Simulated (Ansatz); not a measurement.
# Ag(100) / 3 layers Al(100) / Ag(100): resistance against film thickness, part 2 of 2

Aim: what a thin film of another metal adds to the resistance, first Ag(100) / 3 layers Al(100) / Ag(100).

Ansatz 0.2.0; Ansatz plane-wave DFT, PBE, PAW files; ballistic transport by layer matching (Landauer), zero bias; PAW set soft_1 (the session's first sound run).

So far, junction conductance per cell (G₀): step 2 (with 3 layers) 0.660; step 3 (14 atoms, film layers 5) 0.544; step 4 (14 atoms, film layers 6) 0.511; step 5 (16 atoms, film layers 8) 0.462.

### Step 6. With 10 layers, film layers 10

The stack now holds 10 film layers; the k-mesh follows the cell, and the energies span -0.27 to 0.27 eV.

System of this step: Ag(100) / 10 layers Al(100) / Ag(100). The cell holds 18 atoms: 8 Ag and 10 Al. Its edges and angles: a = 2.889 Å, b = 2.889 Å, c = 36.208 Å, α = 90.0°, β = 90.0°, γ = 90.0°. It derives from Ag and Al. Regions: lead, 8 atoms (8 Ag); films, 10 atoms (10 Al). The structure is stacked along c, and the current runs across the ab planes.

File input.yaml:

```yaml
crystal:
  lattice:
    - [2.8893797293, 0.0, 0.0]
    - [0.0, 2.8893797293, 0.0]
    - [0.0, 0.0, 36.207698398]
  atoms:
    - { symbol: Ag, position: [0.0, 0.0, 0.0282136133] }
    - { symbol: Ag, position: [0.5, 0.5, 0.0846408398] }
    - { symbol: Ag, position: [0.0, 0.0, 0.1410680664] }
    - { symbol: Ag, position: [0.5, 0.5, 0.1974952929] }
    - { symbol: Al, position: [0.0, 0.0, 0.2531380155] }
    - { symbol: Al, position: [0.5, 0.5, 0.3079962343] }
    - { symbol: Al, position: [0.0, 0.0, 0.3628544531] }
    - { symbol: Al, position: [0.5, 0.5, 0.4177126718] }
    - { symbol: Al, position: [0.0, 0.0, 0.4725708906] }
    - { symbol: Al, position: [0.5, 0.5, 0.5274291094] }
    - { symbol: Al, position: [0.0, 0.0, 0.5822873282] }
    - { symbol: Al, position: [0.5, 0.5, 0.6371455469] }
    - { symbol: Al, position: [0.0, 0.0, 0.6920037657] }
    - { symbol: Al, position: [0.5, 0.5, 0.7468619845] }
    - { symbol: Ag, position: [0.0, 0.0, 0.8025047071] }
    - { symbol: Ag, position: [0.5, 0.5, 0.8589319336] }
    - { symbol: Ag, position: [0.0, 0.0, 0.9153591602] }
    - { symbol: Ag, position: [0.5, 0.5, 0.9717863867] }
kpoints:
  mp_grid: { grid: [13, 13, 1] }
hamiltonian:
  xc: pbe
  pseudopotentials: { kind: paw, azcp: { folder: soft_1 } }
scf:
  occupations: { method: fermi_dirac, width: 0.1 }
output:
  transmission:
    leads: [[0, 1]]
    kmesh: [26, 26]
    e_range: [-0.27, 0.27]
    de: 0.036
  write_potential: true
  write_density: true
  volumetric_format: npy
```

On the command line:

```
$ ansatz run input.yaml --threads 4 --pin off --max-ram 8192MiB --backend cpu --events-out ev --progress --plain --runs-dir out
```

The job ended after 51 s (4 threads of Intel Xeon Platinum 8488C (Sapphire Rapids), shared host; peak memory 1.3 GiB).

Numbers from this step:

| Quantity | Value |
| --- | --- |
| free energy | -66100.0841 eV |
| energy at zero smearing | -66099.9880 eV |
| Fermi energy | 12.19 eV |
| step of the lead's potential | 9.1 meV |
| ballistic conductance of the lead | 8.57e14 S/m² |
| estimated errors of the lead's conductance | 0, 4.6, 0.7 % (band edges, k-mesh, distance from neutral) |
| lead conductance per cell | 0.9234 G₀ |
| conductance of the junction | 4.34e14 S/m² |
| junction conductance per cell | 0.4681 G₀ |
| estimated errors of the junction's conductance | 0.4, 0, 10.2, 6.2, 5.9 % (energy step, band edges, k-mesh, leads' steps, distance from neutral) |
| area resistance that the stack adds (contact term taken off, spin by spin) | 1.135 fΩ m² |

Per spin. Table of transmission, zone mean by energy, zero at the Fermi level:

```
energy (eV)  transmission, zone mean
     -0.270                    0.396
     -0.234                    0.423
     -0.198                    0.413
     -0.162                    0.415
     -0.126                    0.418
     -0.090                    0.421
     -0.054                    0.422
     -0.018                    0.445
      0.018                    0.489
      0.054                    0.503
      0.090                    0.510
      0.126                    0.502
      0.162                    0.469
      0.198                    0.464
      0.234                    0.454
      0.270                    0.438
```

The conductance of the junction is 4.3e14 S/m², 1.3 % over the 4.3e14 S/m² of the last finished run, within the error estimates, leads' steps apart, of 8 and 10 %.

### Step 7. All levels side by side

Times are for 4 threads of Intel Xeon Platinum 8488C (Sapphire Rapids), shared host. The series side by side:

```
no.  film layers  area resistance that the stack adds (contact term taken off, spin by spin) (fΩ m²)  conductance of the junction (S/m²)  time  memory (GiB)
  1            3                                                                              0.4619                             6.12e14  84 s          0.98
  2            5                                                                              0.8131                             5.05e14  41 s           1.1
  3            6                                                                              0.9375                             4.74e14  40 s           1.0
  4            8                                                                               1.163                             4.29e14  45 s           1.2
  5           10                                                                               1.135                             4.34e14  51 s           1.3
```

### Step 8. With 5 layers

A repeat with a changed input, to see how far the result depends on it.

This step: Ansatz plane-wave DFT, PBEsol, PAW files; ballistic transport by layer matching (Landauer), zero bias; changed: scf.occupations.method = "gaussian", scf.occupations.width = 0.01, hamiltonian.xc = "pbesol"; PAW set soft_1 (Ansatz 0.2.0).

System of this step: Ag(100) / 5 layers Al(100) / Ag(100). The cell holds 14 atoms: 9 Ag and 5 Al. Cell: a = 2.889 Å, b = 2.889 Å, c = 28.319 Å, α = 90.0°, β = 90.0°, γ = 90.0°. It derives from Ag and Al. Regions: lead, 9 atoms (9 Ag); films, 5 atoms (5 Al). The structure is stacked along c, and the current runs across the ab planes.

File input.yaml:

```yaml
crystal:
  lattice:
    - [2.8893797293, 0.0, 0.0]
    - [0.0, 2.8893797293, 0.0]
    - [0.0, 0.0, 28.319349199]
  atoms:
    - { symbol: Ag, position: [0.0, 0.0, 0.0360725097] }
    - { symbol: Ag, position: [0.5, 0.5, 0.1082175292] }
    - { symbol: Ag, position: [0.0, 0.0, 0.1803625487] }
    - { symbol: Ag, position: [0.5, 0.5, 0.2525075682] }
    - { symbol: Al, position: [0.0, 0.0, 0.3236495604] }
    - { symbol: Al, position: [0.5, 0.5, 0.3937885253] }
    - { symbol: Al, position: [0.0, 0.0, 0.4639274903] }
    - { symbol: Al, position: [0.5, 0.5, 0.5340664552] }
    - { symbol: Al, position: [0.0, 0.0, 0.6042054201] }
    - { symbol: Ag, position: [0.5, 0.5, 0.6753474123] }
    - { symbol: Ag, position: [0.0, 0.0, 0.7474924318] }
    - { symbol: Ag, position: [0.5, 0.5, 0.8196374513] }
    - { symbol: Ag, position: [0.0, 0.0, 0.8917824708] }
    - { symbol: Ag, position: [0.5, 0.5, 0.9639274903] }
kpoints:
  mp_grid: { grid: [13, 13, 1] }
hamiltonian:
  xc: pbesol
  pseudopotentials: { kind: paw, azcp: { folder: soft_1 }, xc_functional: pbe }
scf:
  occupations: { method: gaussian, width: 0.01 }
output:
  transmission:
    leads: [[0, 1]]
    kmesh: [26, 26]
    e_range: [-0.27, 0.27]
    de: 0.036
  write_potential: true
  write_density: true
  volumetric_format: npy
```

Run time: 40 s. Hardware: 4 threads; peak memory 1.1 GiB.

This step gave:

* free energy: -70323.5694 eV
* energy at zero smearing: -70323.5693 eV
* Fermi energy: 13.92 eV
* step of the lead's potential: 3.5 meV
* ballistic conductance of the lead: 8.62e14 S/m²
* estimated errors of the lead's conductance: 0, 4.6, 1.2 % (band edges, k-mesh, distance from neutral)
* lead conductance per cell: 0.9290 G₀
* conductance of the junction: 5.08e14 S/m²
* junction conductance per cell: 0.5475 G₀
* estimated errors of the junction's conductance: 0.2, 0, 5.5, 1.1, 1.4 % (energy step, band edges, k-mesh, leads' steps, distance from neutral)
* area resistance that the stack adds (contact term taken off, spin by spin): 0.8082 fΩ m²

Per spin. The transmission, zone mean by energy, zero at the Fermi level:

```
energy (eV)  transmission, zone mean
     -0.270                    0.586
     -0.234                    0.574
     -0.198                    0.569
     -0.162                    0.558
     -0.126                    0.550
     -0.090                    0.559
     -0.054                    0.560
     -0.018                    0.552
      0.018                    0.538
      0.054                    0.552
      0.090                    0.550
      0.126                    0.555
      0.162                    0.556
      0.198                    0.561
      0.234                    0.549
      0.270                    0.568
```

With the changed settings the conductance of the junction moves by 0.66 % from the earlier run's 5.0e14 S/m².

### Step 9. Summary of results

- area resistance, 3 layers: 0.462 fΩ m²
- area resistance, 5 layers: 0.813 fΩ m²
- area resistance, 6 layers: 0.938 fΩ m²
- area resistance, 8 layers: 1.16 fΩ m²
- area resistance, 10 layers: 1.13 fΩ m²

What this shows: The stack adds 0.46 fΩ m² with 3 layers and 1.1 fΩ m² with 10. From 5 to 10 layers it grows by 40 %, though no single step exceeds the two runs' error estimates together; nothing scatters inside a perfect film, so this is no ohmic growth. Atoms sit on ideal sites and aren't relaxed. The program's error estimates for the conductances, leads' steps apart, run from 5.2 to 10 %. Al(100) is stretched by 0.94 % in plane to fit Ag(100), at its own atomic volume.

[Logs are printed without paths, hosts, clocks, repeated set-up lines and the standing remarks that a program may print on its own settings, such as how far it seeks lower states.]

[Hosts, paths, dates, database ids (printed as entryN), source tags and the programs' standing remarks are cut or masked in the printed files.]
